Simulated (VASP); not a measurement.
A run of VASP 6.6.1:

Contents of INCAR:

```
  PREC = Accurate
  ENCUT = 600
  EDIFF = 1E-6
  ISMEAR = 0
  SIGMA = 0.03
  LREAL = F
  LASPH = T
  NELM = 80
  ALGO = Normal
  ISIF = 3
  LWAVE = F
  LCHARG = F
  GGA = PS
  IBRION = 2
  NSW = 90
  EDIFFG = -0.01
  KPAR = 2
```

KPOINTS

```
Automatic mesh
0
Gamma
  7 7 7
```

POSCAR

```
Al2O3
1.0
    2.3802500000      1.3742379782      4.3318666667
   -2.3802500000      1.3742379782      4.3318666667
    0.0000000000     -2.7484759565      4.3318666667
Al O
4 6
Direct
    0.3521600000      0.3521600000      0.3521600000
    0.1478400000      0.1478400000      0.1478400000
    0.6478400000      0.6478400000      0.6478400000
    0.8521600000      0.8521600000      0.8521600000
    0.5566800000      0.9433200000      0.2500000000
    0.2500000000      0.5566800000      0.9433200000
    0.9433200000      0.2500000000      0.5566800000
    0.4433200000      0.0566800000      0.7500000000
    0.7500000000      0.4433200000      0.0566800000
    0.0566800000      0.7500000000      0.4433200000
```

Potentials or basis: VASP PAW PBE potentials, release 64 (Al, O).

The run is started by

```bash
$ cat potpaw_PBE.64/Al/POTCAR potpaw_PBE.64/O/POTCAR > POTCAR
$ mpirun -np 2 vasp_std > vasp.out
```

Hardware: 2 MPI ranks on Intel(R) Xeon(R) Platinum 8559C (Emerald Rapids) (shared host).

**Question.** How long does it take, and how much memory?

**Answer.** It took 2.9 min on 2 MPI ranks on Intel(R) Xeon(R) Platinum 8559C (Emerald Rapids) (shared host), peak memory 0.31 GiB a rank. Counts: scf iterations 38, k points 44, ion steps 6.
